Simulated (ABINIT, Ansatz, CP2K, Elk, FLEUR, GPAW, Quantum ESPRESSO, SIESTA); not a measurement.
One structure in several programs: CsCl (Pm-3m, 2 atoms in the cell)

Self-consistent single point.

```xyz
2
Lattice="4.1159 0.0000 0.0000 0.0000 4.1159 0.0000 0.0000 0.0000 4.1159" Properties=species:S:1:pos:R:3 pbc="T T T"
Cs     0.0000     0.0000     0.0000
Cl     2.0580     2.0580     2.0580
```

All programs got the same cell, k-point mesh and kind of occupations (in Ansatz's words: kpoints.mp_grid.grid = 4 4 4; scf.occupations.method = fermi_dirac; scf.occupations.width = 0.01 eV); potentials, basis and cutoffs are each program's usual ones.

| code | model | pressure (GPa) | gap on the mesh (eV) | k-points | cutoff |
|---|---|---|---|---|---|
| Quantum ESPRESSO | PBE, PseudoDojo standard norm-conserving (PBE) pseudopotentials | 1.07 | 5.294 | 10 | 60 Ry |
| FLEUR | PBE, all-electron FLAPW (FLEUR), scalar-relativistic valence | – | 5.403 | 10 | Kmax 3.8 1/bohr |
| Ansatz | PBE, default PAW files | 1.11 | 5.296 | 10 | 420 eV |
| SIESTA | GGA PBE, numerical atomic orbitals DZP, PseudoDojo PBE standard norm-conserving potentials (rewritten from UPF to PSML) | 1.36 | 4.931 | 44 | grid 400 Ry |
| ABINIT | PBE, PAW (JTH v2.0 PBE PAW) | 1.06 | 5.282 | 10 | 52 Ry |
| Elk | PBE, all-electron FP-LAPW, Elk's shipped species files, APW+lo basis with extra local orbitals | – | 5.271 | 10 | rgkmax 7.5 |
| GPAW | PBE, GPAW PAW datasets PBE (gpaw-data 1.0.1) | 1.10 | 5.294 | 10 | 550 eV |
| CP2K | PBE, GPW, DZVP-MOLOPT-SR-GTH basis, GTH-PBE potentials (GTH_POTENTIALS) | 1.13 | 5.260 | 36 | grid 500 Ry |

A dash marks a value that a program does not give, or that is left out as unsure.

Gaps are read on the mesh.

The spread over the programs that give each value: pressure within 0.30 GPa; gap on the mesh within 0.472 eV.

The starting cell comes from a database of computed structures (which also holds hypothetical and non-ambient phases and stackings), without a prior relaxation at this level. Its lattice was rescaled by a random factor within 2.5 % of one.

Question: Why do the programs differ, and what cannot be compared?

Answer: Differences of this kind can come from the potentials, where these differ, and from what each basis and cutoff leave unconverged. The zero of total energies and Fermi levels follows the potentials and each program's conventions, so they are not compared here. SIESTA and CP2K use small atom-centred bases, whose incompleteness enters pressures, forces and empty levels differently from a plane-wave cutoff. FLEUR and Elk treat all electrons, but the usual bases taken here (sphere radii, linearisation, local orbitals, empty states) were not tested for convergence, so the values are no reference for the others. Ansatz's pressure is given at a fixed set of plane waves, as the other plane-wave codes print theirs. The programs reduce the same mesh by symmetry to different extents, which changes the work and not the result. In the gap, SIESTA (by 0.363) lies more than 0.12 eV from the median of the plane-wave programs.

Ansatz is a first-principles code.

Keys are those of Ansatz 0.2.
